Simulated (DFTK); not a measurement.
Input of a DFTK 0.8.2 run:

File run.jl:

```julia
using DFTK
using PseudoPotentialData
using Unitful, UnitfulAtomic
using LinearAlgebra, Printf
include("save.jl")
disable_threading()

# lattice vectors are the columns
lattice = austrip(1u"Å") * [      -1.65128        1.65128        1.65128;
                  1.65128       -1.65128        1.65128;
                  1.65128        1.65128       -1.65128]
symbols   = [:Ta]
positions = [[0.0, 0.0, 0.0]]
pseudopotentials = PseudoFamily("dojo.nc.sr.pbesol.v0_4_1.standard.upf")
elements = Dict(s => ElementPsp(s, pseudopotentials) for s in unique(symbols))
atoms    = [elements[s] for s in symbols]

build_model(lattice, positions; symmetries=true) =
    model_DFT(lattice, atoms, positions;
              functionals=PBEsol(),
              temperature=austrip(0.05u"eV"),
              smearing=Smearing.FermiDirac(),
              symmetries)
Ecut  = 35.0  # hartree
kgrid = [11, 11, 11]
tol   = 1e-6
to_GPa = ustrip(uconvert(u"GPa", 1u"hartree/bohr^3"))

model = build_model(lattice, positions)
basis = PlaneWaveBasis(model; Ecut, kgrid)
display(basis)
scfres = self_consistent_field(basis;
                               tol,
                               nbandsalg=AdaptiveBands(model; n_bands_converge=11))
display(scfres.energies)
@printf "Fermi level: %.6f eV\n" ustrip(auconvert(u"eV", something(scfres.εF, NaN)))
forces = compute_forces_cart(scfres)
println("Forces (eV/Å)")
for (s, f) in zip(symbols, forces)
    @printf "%-3s %12.6f %12.6f %12.6f\n" s ustrip.(auconvert.(u"eV/Å", f))...
end
stress = compute_stresses_cart(scfres)
println("Stress (GPa)")
display(round.(stress * to_GPa; digits=4))
println("Levels at the first k-point (eV): ", round.(ustrip.(auconvert.(u"eV", scfres.eigenvalues[1][1:scfres.n_bands_converge])); digits=4))
save_scf!(scfres; forces, stress)
```

Potentials or basis: dojo.nc.sr.pbesol.v0_4_1.standard.upf (PBEsol).

Run with:

```console
$ julia --threads=1 run.jl  # save.jl only writes the numbers to a file and isn't shown; printed stress counts tension as positive; times include loading and compiling
```

**Question.** What does it give for the band gap on the k mesh?

**Answer.** None (metal or under the smearing width).

**Question.** What does it give for the pressure?

**Answer.** -4.2 GPa.

Spin-orbit coupling is left out, which matters for the levels of Ta.
